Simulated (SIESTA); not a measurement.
Here is a SIESTA 5.4.2 calculation.

The input run.py:

```python
from ase import Atoms
from ase.calculators.siesta import Siesta
from ase.units import Ry, GPa
from ase.optimize import BFGS
from ase.filters import FrechetCellFilter

atoms = Atoms(
    ['P', 'P'],
    cell=[
        [1.725725178, 0.9963478961, 3.1296800121],
        [-1.725725178, 0.9963478961, 3.1296800121],
        [0.0, -1.9926957921, 3.1296800121],
    ],
    scaled_positions=[
        [0.77291975, 0.77291975, 0.77291975],
        [0.22708025, 0.22708025, 0.22708025],
    ],
    pbc=True,
)

fdf = {
    'SCFMustConverge': False,
    'OccupationFunction': 'FD',
    'ElectronicTemperature': '0.05 eV',
    'MaxSCFIterations': '120',
    'SCF.Mixer.Method': 'Pulay',
    'SCF.Mixer.Weight': '0.25',
    'SCF.Mixer.History': '8',
    'SCF.DM.Tolerance': '5.0e-05',
    'SCF.H.Tolerance': '1.0e-03 eV',
    'WriteForces': 'true',
    'Charge.Mulliken': 'end',
}
calc = Siesta(
    label="P",
    command="siesta < PREFIX.fdf > PREFIX.out",
    pseudo_path="pseudos",
    pseudo_qualifier="",
    xc=('GGA', 'PBEsol'),
    basis_set="SZP",
    mesh_cutoff=750 * Ry,
    energy_shift=0.002 * Ry,
    kpts=[7, 7, 7],
    spin="non-polarized",
    fdf_arguments=fdf,
)
atoms.calc = calc

opt = BFGS(FrechetCellFilter(atoms), trajectory="relax.traj")
converged = opt.run(fmax=0.01, steps=40)
print("converged:", converged)
print("cell (A):", atoms.cell.cellpar().round(5))
print("scaled positions:")
print(atoms.get_scaled_positions().round(6))
print(f"energy = {atoms.get_potential_energy():.6f} eV")
free = atoms.get_potential_energy(force_consistent=True)
print(f"free energy = {free:.6f} eV")
print("forces (eV/A):")
print(atoms.get_forces(apply_constraint=False).round(6))
print("stress (GPa, Voigt order, tension positive):", (atoms.get_stress() / GPa).round(4))
```

Potentials or basis: PseudoDojo 0.5 standard (PBE files), SZP (energy shift 0.002 Ry).

Run with:

```console
$ python run.py
```

(1) Estimate the space group after relaxing (to 0.05 Å).

(2) What does it give for the band gap on the k mesh?

(3) Estimate the relaxed cell.

Results:

(1) R-3m (No. 166).

(2) none (metal or under the smearing width).

(3) a = 3.511 Å, b = 3.511 Å, c = 3.511 Å, α = 60.12°, β = 60.12°, γ = 60.12°.

Caveat: the potentials were made for another functional, which shifts forces and pressure; the basis of atomic orbitals isn't converged, which shifts pressures, moduli and gaps.
